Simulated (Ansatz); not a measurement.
**Pressure against volume: PbS**

```cif
data_structure
_symmetry_space_group_name_H-M 'P 1'
_symmetry_Int_Tables_number 1
_cell_length_a 4.1931
_cell_length_b 4.1931
_cell_length_c 4.1931
_cell_angle_alpha 60.000
_cell_angle_beta 60.000
_cell_angle_gamma 60.000
_cell_volume 52.13
loop_
_atom_site_label
_atom_site_type_symbol
_atom_site_fract_x
_atom_site_fract_y
_atom_site_fract_z
_atom_site_occupancy
Pb1 Pb 0.00000 0.00000 0.00000 1
S1 S 0.50000 0.50000 0.50000 1
```

The runs use the primitive cell with vectors (0.000, 2.965, 2.965), (2.965, 0.000, 2.965), (2.965, 2.965, 0.000) Å, to which the k mesh refers.

The cell is COD entry 9000001, as deposited and not checked against the literature; nothing was relaxed.

Spin–orbit coupling is left out, though it moves levels of the heavy atoms by tenths of an eV or more.

All numbers are computed: DFT, PBE, all-electron LAPW, scalar-relativistic (Ansatz 0.2.0); DFT, PBE, PAW with Ansatz's default frozen-core files, scalar-relativistic (Ansatz 0.2.0).

For LAPW: a Γ-centred 8×8×8 k mesh, Fermi–Dirac smearing of 0.01 eV, basis error target 0.5 meV/atom, no spin polarisation. PAW takes a cutoff of 420 eV at this cell. The Ansatz runs share mesh, smearing and spin set-up. Plane-wave (PAW) pressures include the program's estimate of the Pulay term.

The cell above is scaled evenly, with fractional coordinates and shape held.

```tsv
V/V(cell)	V (Å³/atom)	P, LAPW (GPa)	P, PAW (GPa)	gap on the k mesh, LAPW (eV)
0.9400	24.502	6.68	6.67	0.10
0.9500	24.763	5.85	5.84	0.15
0.9600	25.023	5.06	5.05	0.19
0.9750	25.414	3.95	3.94	0.26
0.9800	25.545	3.60	3.59	0.28
0.9900	25.805	2.93	2.92	0.32
1.0000	26.066	2.29	2.28	0.35
1.0100	26.327	1.68	1.67	0.39
1.0200	26.587	1.10	1.09	0.42
1.0250	26.718	0.82	0.81	0.44
1.0400	27.109	0.03	0.02	0.49
1.0500	27.369	?	?	?
1.0600	27.630	-0.94	-0.95	0.55
```

(1) Fill in the row V/V(cell) = 1.0500.

(2) What do Birch–Murnaghan fits to the pressures give?

Answers

(1) P, LAPW (GPa) = -0.47, P, PAW (GPa) = -0.48, gap on the k mesh, LAPW (eV) = 0.52.

(2) LAPW: V0 = 27.12 Å³/atom, B0 = 53 GPa, B0′ = 4.3; PAW: V0 = 27.12 Å³/atom, B0 = 53 GPa, B0′ = 4.3.
